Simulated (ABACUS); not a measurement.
Input of an ABACUS 3.10.1 run:

The input run_abacus.py:

```python
"""ABACUS run from a structure file: ASE reads it, the script writes STRU, KPT and INPUT."""
import re
import subprocess
import spglib
from ase import Atoms
from ase.io import read
from ase.units import Bohr

atoms = read("LiF.cif")
cell, frac, numbers = spglib.standardize_cell((atoms.cell[:], atoms.get_scaled_positions(), atoms.numbers), to_primitive=True, symprec=1e-4)
atoms = Atoms(numbers=numbers, cell=cell, scaled_positions=frac, pbc=True)  # the primitive cell
atoms = atoms[(-atoms.numbers).argsort(kind="stable")]  # ABACUS lists atoms element by element
pseudo = {'F': 'F_ONCV_PBE-1.2.upf', 'Li': 'Li_ONCV_PBE-1.2.upf'}
orbital = {}
magmoms = None
kmesh = [7, 7, 7]
params = {
    'suffix': 'LiF',
    'calculation': 'scf',
    'basis_type': 'pw',
    'pseudo_dir': './',
    'symmetry': 1,
    'dft_functional': 'MGGA_X_TASK+LDA_C_PW',
    'ecutwfc': 97,
    'pseudo_rcut': 10,
    'nspin': 1,
    'nbands': 15,
    'ks_solver': 'dav',
    'smearing_method': 'fd',
    'smearing_sigma': 0.00367493,
    'scf_thr': 1e-08,
    'scf_nmax': 100,
    'mixing_type': 'broyden',
    'mixing_beta': 0.7,
    'cal_force': 1,
    'cal_stress': 1,
    'mixing_tau': 1,
    'out_chg': 1,
    'out_pot': 2,
    'out_elf': 1,
}

symbols = atoms.get_chemical_symbols()
elements = list(dict.fromkeys(symbols))
lines = ["ATOMIC_SPECIES"] + [f"{e} {atoms.get_masses()[symbols.index(e)]:.4f} {pseudo[e]}" for e in elements]
if orbital:
    lines += ["", "NUMERICAL_ORBITAL"] + [orbital[e] for e in elements]
lines += ["", "LATTICE_CONSTANT", f"{1 / Bohr:.10f}", "", "LATTICE_VECTORS"]
lines += [" ".join(f"{x:.10f}" for x in v) for v in atoms.cell]
lines += ["", "ATOMIC_POSITIONS", "Direct"]
for e in elements:
    lines += ["", e, "0.0", str(symbols.count(e))]
    for i, p in enumerate(atoms.get_scaled_positions(wrap=False)):
        if symbols[i] == e:
            mag = "" if magmoms is None else " mag " + " ".join(str(x) for x in (magmoms[i] if isinstance(magmoms[i], list) else [magmoms[i]]))
            lines.append(" ".join(f"{x:.10f}" for x in p) + " 1 1 1" + mag)
open("STRU", "w").write("\n".join(lines) + "\n")
open("KPT", "w").write("K_POINTS\n0\nGamma\n%d %d %d 0 0 0\n" % tuple(kmesh))
open("INPUT", "w").write("INPUT_PARAMETERS\n" + "".join(f"{k:<20s}{v}\n" for k, v in params.items()))

done = subprocess.run(['mpirun', '-np', '4', 'abacus'])
if done.returncode:
    raise SystemExit(done.returncode)
log = open("OUT.LiF/running_scf.log").read()
print("final energy (eV):", re.findall(r"FINAL_ETOT_IS (\S+)", log))
```

LiF.cif

```cif
data_LiF
_cell_length_a 4.02800000
_cell_length_b 4.02800000
_cell_length_c 4.02800000
_cell_angle_alpha 90.00000000
_cell_angle_beta 90.00000000
_cell_angle_gamma 90.00000000
_space_group_name_H-M_alt 'Fm-3m'
_space_group_name_Hall '-F 4 2 3'
_space_group_IT_number 225
loop_
_space_group_symop_operation_xyz
'x,y,z'
'-x,-y,-z'
'-y,x,z'
'y,-x,-z'
'-x,-y,z'
'x,y,-z'
'y,-x,z'
'-y,x,-z'
'x,-y,-z'
'-x,y,z'
'-y,-x,-z'
'y,x,z'
'-x,y,-z'
'x,-y,z'
'y,x,-z'
'-y,-x,z'
'z,x,y'
'-z,-x,-y'
'z,-y,x'
'-z,y,-x'
'z,-x,-y'
'-z,x,y'
'z,y,-x'
'-z,-y,x'
'-z,x,-y'
'z,-x,y'
'-z,-y,-x'
'z,y,x'
'-z,-x,y'
'z,x,-y'
'-z,y,x'
'z,-y,-x'
'y,z,x'
'-y,-z,-x'
'x,z,-y'
'-x,-z,y'
'-y,z,-x'
'y,-z,x'
'-x,z,y'
'x,-z,-y'
'-y,-z,x'
'y,z,-x'
'-x,-z,-y'
'x,z,y'
'y,-z,-x'
'-y,z,x'
'x,-z,y'
'-x,z,-y'
'x,y+1/2,z+1/2'
'-x,-y+1/2,-z+1/2'
'-y,x+1/2,z+1/2'
'y,-x+1/2,-z+1/2'
'-x,-y+1/2,z+1/2'
'x,y+1/2,-z+1/2'
'y,-x+1/2,z+1/2'
'-y,x+1/2,-z+1/2'
'x,-y+1/2,-z+1/2'
'-x,y+1/2,z+1/2'
'-y,-x+1/2,-z+1/2'
'y,x+1/2,z+1/2'
'-x,y+1/2,-z+1/2'
[... 41 lines left out ...]
'y+1/2,-x,z+1/2'
'-y+1/2,x,-z+1/2'
'x+1/2,-y,-z+1/2'
'-x+1/2,y,z+1/2'
'-y+1/2,-x,-z+1/2'
'y+1/2,x,z+1/2'
'-x+1/2,y,-z+1/2'
'x+1/2,-y,z+1/2'
'y+1/2,x,-z+1/2'
'-y+1/2,-x,z+1/2'
'z+1/2,x,y+1/2'
'-z+1/2,-x,-y+1/2'
'z+1/2,-y,x+1/2'
'-z+1/2,y,-x+1/2'
'z+1/2,-x,-y+1/2'
'-z+1/2,x,y+1/2'
'z+1/2,y,-x+1/2'
'-z+1/2,-y,x+1/2'
'-z+1/2,x,-y+1/2'
'z+1/2,-x,y+1/2'
'-z+1/2,-y,-x+1/2'
'z+1/2,y,x+1/2'
'-z+1/2,-x,y+1/2'
'z+1/2,x,-y+1/2'
'-z+1/2,y,x+1/2'
'z+1/2,-y,-x+1/2'
'y+1/2,z,x+1/2'
'-y+1/2,-z,-x+1/2'
'x+1/2,z,-y+1/2'
'-x+1/2,-z,y+1/2'
'-y+1/2,z,-x+1/2'
'y+1/2,-z,x+1/2'
'-x+1/2,z,y+1/2'
'x+1/2,-z,-y+1/2'
'-y+1/2,-z,x+1/2'
'y+1/2,z,-x+1/2'
'-x+1/2,-z,-y+1/2'
'x+1/2,z,y+1/2'
'y+1/2,-z,-x+1/2'
'-y+1/2,z,x+1/2'
'x+1/2,-z,y+1/2'
'-x+1/2,z,-y+1/2'
'x+1/2,y+1/2,z'
'-x+1/2,-y+1/2,-z'
'-y+1/2,x+1/2,z'
'y+1/2,-x+1/2,-z'
'-x+1/2,-y+1/2,z'
'x+1/2,y+1/2,-z'
'y+1/2,-x+1/2,z'
'-y+1/2,x+1/2,-z'
'x+1/2,-y+1/2,-z'
'-x+1/2,y+1/2,z'
'-y+1/2,-x+1/2,-z'
'y+1/2,x+1/2,z'
'-x+1/2,y+1/2,-z'
'x+1/2,-y+1/2,z'
'y+1/2,x+1/2,-z'
'-y+1/2,-x+1/2,z'
'z+1/2,x+1/2,y'
'-z+1/2,-x+1/2,-y'
'z+1/2,-y+1/2,x'
'-z+1/2,y+1/2,-x'
'z+1/2,-x+1/2,-y'
'-z+1/2,x+1/2,y'
'z+1/2,y+1/2,-x'
'-z+1/2,-y+1/2,x'
'-z+1/2,x+1/2,-y'
'z+1/2,-x+1/2,y'
'-z+1/2,-y+1/2,-x'
'z+1/2,y+1/2,x'
'-z+1/2,-x+1/2,y'
'z+1/2,x+1/2,-y'
'-z+1/2,y+1/2,x'
'z+1/2,-y+1/2,-x'
'y+1/2,z+1/2,x'
'-y+1/2,-z+1/2,-x'
'x+1/2,z+1/2,-y'
'-x+1/2,-z+1/2,y'
'-y+1/2,z+1/2,-x'
'y+1/2,-z+1/2,x'
'-x+1/2,z+1/2,y'
'x+1/2,-z+1/2,-y'
'-y+1/2,-z+1/2,x'
'y+1/2,z+1/2,-x'
'-x+1/2,-z+1/2,-y'
'x+1/2,z+1/2,y'
'y+1/2,-z+1/2,-x'
'-y+1/2,z+1/2,x'
'x+1/2,-z+1/2,y'
'-x+1/2,z+1/2,-y'
loop_
_atom_site_label
_atom_site_type_symbol
_atom_site_symmetry_multiplicity
_atom_site_Wyckoff_symbol
_atom_site_fract_x
_atom_site_fract_y
_atom_site_fract_z
_atom_site_occupancy
F1 F 4 b 0.5000000000 0.0000000000 0.0000000000 1
Li1 Li 4 a 0.0000000000 0.0000000000 0.0000000000 1
```

Potentials or basis: SG15 ONCV 1.2 PBE, plane waves.

Launch:

```console
$ OMP_NUM_THREADS=1 python run_abacus.py > log
```

Q: What does it give for the band gap on the k mesh?

A: 15.07 eV, direct.

Q: What does it give for the pressure?

A: -88.8 GPa.

Caveat: a pressure of tens of GPa on the cell as given is suspect, and the run, the potentials or the cell itself is likely at fault; the potentials were made for another functional, which shifts forces and pressure.
